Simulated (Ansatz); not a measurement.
What does this script print? It uses Ansatz 0.2.0 through its Python package.

`eos_bp.py`:
```python
"""Equation of state of BP."""

import ansatz as az
import numpy as np
from scipy.optimize import curve_fit

SETTINGS = {
    "xc": "pbesol",
    "occupations": "fixed",
    "max_iterations": 80,
    "kmesh": (6, 6, 6),
}

VECTORS = np.array([
    [0.0, 2.269, 2.269],
    [2.269, 0.0, 2.269],
    [2.269, 2.269, 0.0],
])
SITES = [
    ("B", (0.0, 0.0, 0.0)),
    ("P", (0.25, 0.25, 0.25)),
]


def make_crystal(cell):
    crystal = az.Crystal(lattice=az.Lattice.of(cell))
    for symbol, position in SITES:
        crystal = crystal.atom(symbol, position)
    return crystal

def vinet(v, e0, v0, b0, b1):
    eta = (v / v0) ** (1 / 3)
    return e0 + 2 * b0 * v0 / (b1 - 1) ** 2 * (2 - (5 + 3 * b1 * (eta - 1) - 3 * eta) * np.exp(-1.5 * (b1 - 1) * (eta - 1)))

# scale the volume, keep shape and fractions
volumes, energies, pressures = [], [], []
for scale in np.linspace(0.94, 1.06, 7):
    cell = VECTORS * scale ** (1 / 3)
    base = make_crystal(cell).calculation()
    base = base.functional(SETTINGS["xc"])
    base = base.pseudopotentials("paw")
    base = base.basis(18 * az.Ha)
    base = base.occupations(SETTINGS["occupations"])
    base = base.scf(max_iterations=SETTINGS["max_iterations"])
    base = base.kpoints(*SETTINGS["kmesh"])
    base = base.stress()
    r = base.run().report
    volumes.append(abs(np.linalg.det(cell)) / len(SITES))
    energies.append(r["free_energy_ev"] / len(SITES))
    pressures.append(np.trace(r["stress_gpa"]) / 3)
    print(f"V = {volumes[-1]:8.4f} A^3/atom  F = {energies[-1]:.5f} eV/atom  P = {pressures[-1]:8.3f} GPa")

guess = (min(energies), volumes[int(np.argmin(energies))], 0.5, 4.5)
(e0, v0, b0, b1), _ = curve_fit(vinet, np.array(volumes), np.array(energies), p0=guess, maxfev=20000)
print(f"Vinet fit: V0 = {v0:.4f} A^3/atom, B0 = {160.21766 * b0:.1f} GPa, B1 = {b1:.2f}")
print("largest residual", round(1000 * float(np.abs(vinet(np.array(volumes), e0, v0, b0, b1) - energies).max()), 3), "meV/atom")
```

```console
$ python eos_bp.py
V =  10.9807 A^3/atom  F = -446.77001 eV/atom  P =    9.475 GPa
V =  11.2144 A^3/atom  F = -446.78076 eV/atom  P =    5.333 GPa
V =  11.4480 A^3/atom  F = -446.78575 eV/atom  P =    1.574 GPa
V =  11.6816 A^3/atom  F = -446.78552 eV/atom  P =   -1.840 GPa
V =  11.9153 A^3/atom  F = -446.78054 eV/atom  P =   -4.938 GPa
V =  12.1489 A^3/atom  F = -446.77125 eV/atom  P =   -7.750 GPa
V =  12.3825 A^3/atom  F = -446.75806 eV/atom  P =  -10.303 GPa
Vinet fit: V0 = 11.5529 A^3/atom, B0 = 169.6 GPa, B1 = 3.79
largest residual 0.001 meV/atom
```

A third-order Birch-Murnaghan fit through the 7 points (the script's own form differs a little) has its minimum at 11.55 Å³ an atom, 1.1 % below the typed cell, with a bulk modulus of 170 GPa and dB/dP = 3.8. From that minimum the energy rises by 16.3 meV an atom on the compressed side and 28.2 meV on the expanded side.

What to keep in mind:
- Absolute energies stand on the zero of these potentials, so only differences at equal settings mean something.
- For a gap this small the mesh is coarse, and bands can meet between its points.
- Pressure is positive in compression.
- The structure is a deposited one; some such entries were measured under pressure or heat, so a shift against it needn't be the functional's error alone.
- Timing: 3.9 s on 1 thread of Arm Neoverse V2 (shared host), peak memory 0.36 GiB.
